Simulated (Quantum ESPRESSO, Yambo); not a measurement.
# Excitons of BAs (F-43m) on ever denser meshes, part 3 of 5

Wanted: excitons and ε₂ of BAs (F-43m), with cost.

Quantum ESPRESSO 7.5 and Yambo 5.3.0; PBE and many-body steps on it, plane waves. Known limits of the many-body steps: not at the basis limit; no spin-orbit coupling; coarse k mesh; bindings not settled in the k mesh.

So far. Step 8 (Triplet (no exchange term)): The lowest triplet lies at 3.866 eV; without spin-orbit coupling triplets are dark, so no spectrum is read. Step 9 (Empty states on the mesh, 6×6×6 mesh, 21 bands): On this mesh the gap is 1.292 eV.

## 11. k mesh (6×6×6)

This step: Bethe-Salpeter equation on PBE with a scissors shift, plane waves, norm-conserving pseudopotentials.

File bse6.in:

```
optics
bss
bse
em1s
dipoles
rim_cut
RandQpts= 1000000
RandGvec= 1 RL
Chimod= "HARTREE"
BSKmod= "SEX"
BSEmod= "resonant"
BSSmod= "d"
BSENGexx= 20 Ry
BSENGBlk= 4 Ry
% BSEQptR
 1 | 1 |
%
% BSEBands
 11 | 17 |
%
% BEnRange
 0 | 6 | eV
%
% BDmRange
 0.1 | 0.1 | eV
%
BEnSteps= 121
% BLongDir
 1 | 0 | 0 |
%
% BndsRnXs
 10 | 21 |
%
NGsBlkXs= 4 Ry
% LongDrXs
 1 | 1 | 1 |
%
% KfnQP_E
 0.82 | 1.0 | 1.0 |
%
WRbsWF
FFTGvecs= 45 Ry
```

Launch:

```sh
> OMP_NUM_THREADS=1 mpirun -n 4 yambo -F bse6.in -J bse6 -C bse6 > bse6.log
```

The program printed:

```text
 Yambo, version 5.3.0

 [02] CORE Variables Setup
 =========================

  [... cell, symmetries and grids as in the set-up ...]

  [02.05] Energies & Occupations
  ==============================

  [X] === General ===
  [X] Electronic Temperature                        :  0.000000  0.000000 [eV K]
  [X] Bosonic    Temperature                        :  0.000000  0.000000 [eV K]
  [X] Finite Temperature mode                       : no
  [X] El. density                                   :  0.95404E+24 [cm-3]
  [X] Fermi Level                                   :  12.16516 [eV]

  [X] === Gaps and Widths ===
  [X] Conduction Band Min                           :  1.291861 [eV]
  [X] Valence Band Max                              :  0.000000 [eV]
  [X] Filled Bands                                  :  13
  [X] Empty Bands                                   :  14  21
  [X] Direct Gap                                    :  3.288870 [eV]
  [X] Direct Gap localized at k                     :  1
  [X] Indirect Gap                                  :  1.291861 [eV]
  [X] Indirect Gap between kpts                     :   1  10
  [X] Last valence band width                       :  4.948303 [eV]
  [X] 1st conduction band width                     :  3.059858 [eV]

 [03] Transferred momenta grid and indexing
 ==========================================

 [BZ sampling] Q-grid is User defined and/or read from the database

 IBZ Q-points                                      :  16
 BZ  Q-points                                      :  216

 K/Q-points units:
 rlu = crystal or reduced units; cc = cartesian coordinates; iku = interal k-units

 Q [ 1]         [rlu]:  0.000000  0.000000  0.000000
 Q [ 2]         [rlu]: -0.44040E-17 -0.44040E-17  0.16667
[...]
Global Gauge                                     : length
  X matrix size                                    :   51
  X band range                                     :  10  21
  X e/h energy range                               : -1.000000 -1.000000 [eV]
  X Time ordering                                  : T
  X Hxc Kernel                                     : HARTREE
  X Drude frequency                                :  0.000000  0.000000
  X poles                                          :  100.0000 [o/o]
  RL vectors in the sum                            :   965
  [r,Vnl] included                                 : yes
  Field direction                                  :  0.577350E-5  0.577350E-5  0.577350E-5
  BZ energy Double Grid                            : no
  BZ energy DbGd points                            : 0
  BZ Q point size factor                           : -1.000000
  X Optical Averaged directions                    : none

 [08] Bethe Salpeter Equation driver
 ===================================

  [08.01] Bethe Salpeter Equation @q1
  ===================================

   [08.01.01] Transition pre-analysis @q1
   ======================================

   [08.01.02] Transition Groups build-up @q1
   =========================================

   [BSK] Transition groups (total):   32
   [BSK] Size (resonant):  2592
   [BSK]         (total):  2592
   [BSK] N. of matrices :  1

   [08.01.03] Loading Dipoles @q1
   ==============================

   [08.01.04] Independent Particles properties @q1
   ===============================================

   ==========================================================

   [BSE] Exchange components :  307
   [BSE] Correlation components :   51  229

    [08.01.05.01] Screened interaction header I/O
    =============================================

    [08.01.05.02] Main kernel loop
    ==============================

    [08.01.05.03] Wave-Function Phases
    ==================================

    [BSE] WF phases found       :  35.82589 [o/o]

   [08.01.06] BSE solver(s) @q1
   ============================

   [08.01.07] Diago Solver @q1
   ===========================

 [11] Game Over & Game summary
```

Elapsed: 53 s, on 4 MPI ranks of Arm Neoverse V2, shared host; peak memory 1.5 GiB.

Numbers from this step:

| Property | Result |
| --- | --- |
| transitions in the window | 2592 |
| direct gap of the transition levels | 4.109 eV |
| lowest state | 3.916 eV |
| first strong exciton (over a fiftieth of the strongest listed) | 3.920 eV |
| binding of the lowest state below the direct gap | 0.1929 eV |
| Coulomb term of one mesh cell | 0.2104 eV |

The binding is 0.92 times the screened Coulomb term of one mesh cell (0.21 eV), so it is not shown settled.

The lowest state lies at 3.916 eV, 0.193 eV under the direct gap.

The ε₂ has structure finer than the step of the table below, so its rows give means over 0.2 eV, whole bins alone (the curve runs from 0 to 6 eV). Peaks (eV: height): BSE 3.90: 14.6, 4.55: 56.2, 5.00: 41.1, 5.40: 40.2, 5.85: 58.0; no electron-hole interaction 4.10: 8.49, 4.80: 29.4, 5.20: 22.0, 5.70: 31.1.

Field along x; broadening 0.1 eV; transition window only. Limits: finite bands, cutoff and mesh; no spin-orbit coupling; exciton not shown settled in the k mesh. ε₂ against photon energy; means over each step:

```
photon energy (eV)    BSE  no electron-hole interaction
               0.2  0.103                        0.0789
               0.4  0.112                        0.0849
               0.6  0.122                        0.0916
               0.8  0.134                        0.0992
               1.0  0.147                         0.108
               1.2  0.163                         0.118
               1.4  0.182                         0.129
               1.6  0.204                         0.142
               1.8  0.231                         0.158
               2.0  0.264                         0.176
               2.2  0.305                         0.199
               2.4  0.357                         0.226
               2.6  0.427                         0.261
               2.8  0.522                         0.305
               3.0  0.662                         0.365
               3.2  0.883                         0.450
               3.4   1.30                         0.583
               3.6   2.37                         0.826
               3.8   7.82                          1.47
               4.0   10.8                          4.79
               4.2   7.08                          5.77
               4.4   20.9                          3.48
               4.6   43.3                          8.08
               4.8   20.6                          23.5
               5.0   34.5                          12.3
               5.2   26.0                          19.3
               5.4   36.8                          17.7
               5.6   22.8                          25.9
               5.8   44.0                          20.7
```

## 12. Triplet (no exchange term)

bse7.in, as its differences from bse6.in of step 11:

```diff
@@ -12,3 +12,3 @@
 BSSmod= "d"
-BSENGexx= 20 Ry
+BSENGexx= 1 RL
 BSENGBlk= 4 Ry
```

Launch:

```sh
> OMP_NUM_THREADS=1 mpirun -n 4 yambo -F bse7.in -J bse7,bse6_W -C bse7 > bse7.log
```

The program printed:

```text
 Yambo, version 5.3.0

 [02] CORE Variables Setup
 =========================

  [... cell, symmetries and grids as in the set-up ...]

  [02.05] Energies & Occupations
  ==============================

  [X] === General ===
  [X] Electronic Temperature                        :  0.000000  0.000000 [eV K]
  [X] Bosonic    Temperature                        :  0.000000  0.000000 [eV K]
  [X] Finite Temperature mode                       : no
  [X] El. density                                   :  0.95404E+24 [cm-3]
[...]
[06] Dipoles
 ============

  [06.01] Setup: observables and procedures
  =========================================

  [WARNING] [r,Vnl^pseudo] included in position and velocity dipoles.

  [WARNING] In case H contains other non local terms, these are neglected

 [07] Static Dielectric Matrix
 =============================

    [08.01.05.02] Main kernel loop
    ==============================

    [08.01.05.03] Wave-Function Phases
    ==================================

    [BSE] WF phases found       :  35.82589 [o/o]

   [08.01.06] BSE solver(s) @q1
   ============================

   [08.01.07] Diago Solver @q1
   ===========================

 [11] Game Over & Game summary
```

It took 50 s on 4 MPI ranks; peak memory 1.5 GiB; 3.3 min of CPU time.

The lowest triplet lies at 3.908 eV; without spin-orbit coupling triplets are dark, so no spectrum is read.

## 13. Empty states on the mesh, 8×8×8 mesh, 21 bands

This step: Quantum ESPRESSO 7.5; DFT, PBE, plane waves, norm-conserving pseudopotentials.

File pw.in:

```
&control
  calculation = 'nscf'
  prefix = 'x'
  outdir = 'o'
  pseudo_dir = 'pseudo'
/
&system
  ibrav = 0
  nat = 2
  ntyp = 2
  ecutwfc = 100.0
  nbnd = 21
  force_symmorphic = .true.
/
&electrons
  conv_thr = 1e-9
  electron_maxstep = 80
  diago_full_acc = .true.
  diago_thr_init = 5e-6
/
ATOMIC_SPECIES
  B 10.81 B.upf
  As 74.922 As.upf
CELL_PARAMETERS angstrom
  -0.0000000000 2.3885000000 2.3885000000
  2.3885000000 -0.0000000000 2.3885000000
  2.3885000000 2.3885000000 -0.0000000000
ATOMIC_POSITIONS crystal
  B 0.0000000000 0.0000000000 0.0000000000
  As 0.2500000000 0.2500000000 0.2500000000
K_POINTS automatic
  8 8 8 0 0 0
```

Launch:

```sh
> OMP_NUM_THREADS=1 mpirun -n 4 pw.x -nk 4 -in pw.in > pw.out
```

The program printed:

```text
[banner, memory and clock lines left out]
Program PWSCF v.7.5 starts

     Atomic positions and unit cell read from directory:
     o/x.save/

     Message from routine setup:
     using ibrav=0 with symmetry is DISCOURAGED, use correct ibrav instead

     G-vector sticks info

     bravais-lattice index     =            0
     lattice parameter (alat)  =       6.3832  a.u.
     unit-cell volume          =     183.9087 (a.u.)^3
     number of atoms/cell      =            2
     number of atomic types    =            2
     number of electrons       =        26.00
[...]
-173.2770-116.6589-116.6589-116.6589 -23.6912 -23.6905 -23.6905 -23.6719
   -23.6719  -2.9769  10.2039  11.7279  11.7279  15.5689  16.0312  16.0312
    18.1294  22.7110  23.9229  23.9229  25.9401

          k = 0.1768 0.1768-0.1768 (  3104 PWs)   bands (ev):

  -173.2770-116.6589-116.6589-116.6589 -23.6900 -23.6882 -23.6882 -23.6713
   -23.6713  -2.2319   7.2340  11.0180  11.0180  15.2404  16.8332  16.8332
    20.0766  23.4880  23.5198  23.5198  26.8983

          k = 0.2652 0.2652-0.2652 (  3097 PWs)   bands (ev):

     [... further k-points ...]

     highest occupied, lowest unoccupied level (ev):    12.1652   13.3722

     XML data file, pseudopotentials, collected wavefunctions
```

The job ended after 2.8 s (4 MPI ranks; peak memory 0.21 GiB).

This step gave:

```yaml
gap: 1.207 eV
k_of_the_valence_top: 0, 0, 0
k_of_the_conduction_bottom: 0, 0.375, 0.375
least_direct_gap: 3.289 eV
k_points_computed: 29
lowest_point_of_the_top_converged_band_above_the_valence_top: 13.77 eV
```

On this mesh the gap is 1.207 eV.

## 14. Conversion and set-up

This step: Yambo 5.3.0; conversion and set-up on PBE, plane waves, norm-conserving pseudopotentials.

Launch:

```sh
> (cd o/x.save; p2y > p2y.log; mv SAVE ../..); yambo > setup.log
```

The program printed:

```text
 Yambo, version 5.3.0

 [02] CORE Variables Setup
 =========================

  [02.01] Unit cells
  ==================

  Cell kind             :  FCC
  Atoms in the cell     :  B  As
  number of B  atoms    :  1
  number of As atoms    :  1

  List of atomic masses
  Mass of B     :  10.81000
  Mass of As    :  74.92200

  List of atomic coordinates    : [cc]
  B1       :  0.000000  0.000000  0.000000  order 1
  As1       :  2.256805  2.256805  2.256805  order 2

  Alat factors          :  4.513611  4.513611  4.513611 [a.u.]
  Direct lattice volume :  183.9087 [a.u.]
[...]
Q [ 1]         [rlu]:  0.000000  0.000000  0.000000
 Q [ 2]         [rlu]:  0.15826E-17  0.15826E-17  0.12500
 Q [ 3]         [rlu]:  0.31652E-17  0.31652E-17  0.25000
[...]
Q [ 8]         [rlu]:  0.23104E-16  0.12500      0.37500
 Q [ 9]         [rlu]:  0.94485E-17  0.12500      0.50000
 Q [10]         [rlu]: -0.63303E-17  0.12500     -0.37500
     [... 17 further rows ...]
 Q [28]         [rlu]:  0.125000 -0.500000 -0.375000
 Q [29]         [rlu]:  0.250000 -0.500000 -0.250000

  [03.01] X indexes
  =================

   [03.01.01] Sigma indexes
   ========================

 [06] Game Over & Game summary
```

Elapsed: 2.5 s, on 1 MPI rank; peak memory 0.25 GiB.

## 15. k mesh (8×8×8)

This step: Bethe-Salpeter equation on PBE with a scissors shift, plane waves, norm-conserving pseudopotentials.

bse9.in, as its differences from bse7.in of step 12:

```diff
@@ -12,3 +12,3 @@
 BSSmod= "d"
-BSENGexx= 1 RL
+BSENGexx= 20 Ry
 BSENGBlk= 4 Ry
@@ -18,3 +18,3 @@
 % BSEBands
- 11 | 17 |
+ 11 | 15 |
 %
```

Launch:

```sh
> OMP_NUM_THREADS=1 mpirun -n 4 yambo -F bse9.in -J bse9 -C bse9 > bse9.log
```

The program printed:

```text
 Yambo, version 5.3.0

 [02] CORE Variables Setup
 =========================

  [... cell, symmetries and grids as in the set-up ...]

  [02.05] Energies & Occupations
  ==============================

  [X] === General ===
  [X] Electronic Temperature                        :  0.000000  0.000000 [eV K]
  [X] Bosonic    Temperature                        :  0.000000  0.000000 [eV K]
  [X] Finite Temperature mode                       : no
  [X] El. density                                   :  0.95404E+24 [cm-3]
[...]
[08.01.04] Independent Particles properties @q1
   ===============================================

   ==========================================================

   [BSE] Exchange components :  307
   [BSE] Correlation components :    51   331

    [08.01.05.01] Screened interaction header I/O
    =============================================

    [08.01.05.02] Main kernel loop
    ==============================

    [08.01.05.03] Wave-Function Phases
    ==================================

    [BSE] WF phases found       :  41.70977 [o/o]

   [08.01.06] BSE solver(s) @q1
   ============================

   [08.01.07] Diago Solver @q1
   ===========================

 [11] Game Over & Game summary
```

It took 82 s on 4 MPI ranks; peak memory 1.8 GiB.

Numbers from this step:

| Quantity | Value |
| --- | --- |
| transitions in the window | 3072 |
| direct gap of the transition levels | 4.109 eV |
| lowest state | 3.952 eV |
| first strong exciton (over a fiftieth of the strongest listed) | 3.953 eV |
| binding of the lowest state below the direct gap | 0.1571 eV |
| Coulomb term of one mesh cell | 0.1740 eV |

The binding is 0.90 times the screened Coulomb term of one mesh cell (0.17 eV), so it is not shown settled.

The lowest state lies at 3.952 eV, 0.157 eV under the direct gap.

The ε₂ has structure finer than the step of the table below, so its rows give means over 0.25 eV, whole bins alone (the curve runs from 0 to 6 eV). Peaks (eV: height): BSE 4.450: 21.5, 4.900: 37.6, 5.600: 31.1; no electron-hole interaction 4.650: 11.5, 5.200: 22.4, 5.750: 19.2.

Field along x; broadening 0.1 eV; transition window only. Limits: finite bands, cutoff and mesh; no spin-orbit coupling; exciton not shown settled in the k mesh. Table of ε₂ by photon energy; means over each step:

```
photon energy (eV)     BSE  no electron-hole interaction
              0.25  0.0797                        0.0630
              0.50  0.0883                        0.0690
              0.75  0.0983                        0.0759
              1.00   0.110                        0.0839
              1.25   0.124                        0.0934
              1.50   0.142                         0.105
              1.75   0.164                         0.118
              2.00   0.191                         0.135
              2.25   0.226                         0.156
              2.50   0.273                         0.182
              2.75   0.339                         0.217
              3.00   0.435                         0.265
              3.25   0.592                         0.335
              3.50   0.897                         0.450
              3.75    1.96                         0.695
              4.00    4.35                          1.77
              4.25    9.08                          2.46
              4.50    17.8                          7.02
              4.75    20.7                          8.33
              5.00    32.1                          13.1
              5.25    17.7                          20.6
              5.50    25.5                          13.9
              5.75    30.0                          16.9
```

The window of bands is narrower than in the first exciton run, so this row is not like for like with it.

The program warns that the window of bands cuts a degenerate level, which breaks the symmetry of states and spectrum.

## 16. Triplet (no exchange term)

bse10.in, as its differences from bse9.in of step 15:

```diff
@@ -12,3 +12,3 @@
 BSSmod= "d"
-BSENGexx= 20 Ry
+BSENGexx= 1 RL
 BSENGBlk= 4 Ry
```

Launch:

```sh
> OMP_NUM_THREADS=1 mpirun -n 4 yambo -F bse10.in -J bse10,bse9_W -C bse10 > bse10.log
```

The program printed:

```text
 Yambo, version 5.3.0

 [02] CORE Variables Setup
 =========================

  [... cell, symmetries and grids as in the set-up ...]

  [02.05] Energies & Occupations
  ==============================

  [X] === General ===
  [X] Electronic Temperature                        :  0.000000  0.000000 [eV K]
  [X] Bosonic    Temperature                        :  0.000000  0.000000 [eV K]
  [X] Finite Temperature mode                       : no
  [X] El. density                                   :  0.95404E+24 [cm-3]
[...]
[06] Dipoles
 ============

  [06.01] Setup: observables and procedures
  =========================================

  [WARNING] [r,Vnl^pseudo] included in position and velocity dipoles.

  [WARNING] In case H contains other non local terms, these are neglected

 [07] Static Dielectric Matrix
 =============================

    [08.01.05.02] Main kernel loop
    ==============================

    [08.01.05.03] Wave-Function Phases
    ==================================

    [BSE] WF phases found       :  41.70977 [o/o]

   [08.01.06] BSE solver(s) @q1
   ============================

   [08.01.07] Diago Solver @q1
   ===========================

 [11] Game Over & Game summary
```

Run time: 77 s. Hardware: 4 MPI ranks; peak memory 1.7 GiB.

The lowest triplet lies at 3.948 eV; without spin-orbit coupling triplets are dark, so no spectrum is read.

The program warns that the window of bands cuts a degenerate level, which breaks the symmetry of states and spectrum.

## 17. Empty states on the mesh, 10×10×10 mesh, 21 bands

This step: Quantum ESPRESSO 7.5; DFT, PBE, plane waves, norm-conserving pseudopotentials.

pw.in: that of step 13 with these lines changed.

```diff
@@ -31,2 +31,2 @@
 K_POINTS automatic
-  8 8 8 0 0 0
+  10 10 10 0 0 0
```

Launch:

```sh
> OMP_NUM_THREADS=1 mpirun -n 4 pw.x -nk 4 -in pw.in > pw.out
```

The program printed:

```text
[banner, memory and clock lines left out]
Program PWSCF v.7.5 starts

     Atomic positions and unit cell read from directory:
     o/x.save/

     Message from routine setup:
     using ibrav=0 with symmetry is DISCOURAGED, use correct ibrav instead

     G-vector sticks info

     bravais-lattice index     =            0
     lattice parameter (alat)  =       6.3832  a.u.
     unit-cell volume          =     183.9087 (a.u.)^3
     number of atoms/cell      =            2
     number of atomic types    =            2
     number of electrons       =        26.00
[...]
-173.2770-116.6589-116.6589-116.6589 -23.6914 -23.6909 -23.6909 -23.6719
   -23.6719  -3.0687  10.7725  11.8643  11.8643  15.5987  15.8514  15.8514
    17.7270  22.4082  24.1986  24.1986  26.0957

          k = 0.1414 0.1414-0.1414 (  3095 PWs)   bands (ev):

  -173.2770-116.6589-116.6589-116.6589 -23.6905 -23.6891 -23.6891 -23.6716
   -23.6716  -2.5846   8.4106  11.2906  11.2906  15.3829  16.5702  16.5702
    19.3562  23.4122  23.4577  23.4577  26.1020

          k = 0.2121 0.2121-0.2121 (  3097 PWs)   bands (ev):

     [... further k-points ...]

     highest occupied, lowest unoccupied level (ev):    12.1652   13.3591

     XML data file, pseudopotentials, collected wavefunctions
```

Run time: 3.6 s. Hardware: 4 MPI ranks; peak memory 0.22 GiB; 14 s of CPU time.

Numbers from this step:

```
gap                                                           : 1.194 eV
k of the valence top                                          : 0, 0, 0
k of the conduction bottom                                    : 0, 0.4, 0.4
least direct gap                                              : 3.289 eV
k points computed                                             : 47
lowest point of the top converged band, above the valence top : 13.93 eV
```

On this mesh the gap is 1.194 eV.

(Continued in part 4 of 5.)

[Paths, hosts, dates, memory and timing lines, banners, echoed tables and standing remarks are left out of the program output.]

[Logs are printed without paths, hosts, clocks, repeated set-up lines and the standing remarks that a program may print on its own settings, such as how far it seeks lower states.]

[Runs of the session that timed out or met a known fault of the program may be left out.]

[Hosts, paths, dates, database ids (printed as entryN), source tags and the programs' standing remarks are cut or masked in the printed files.]
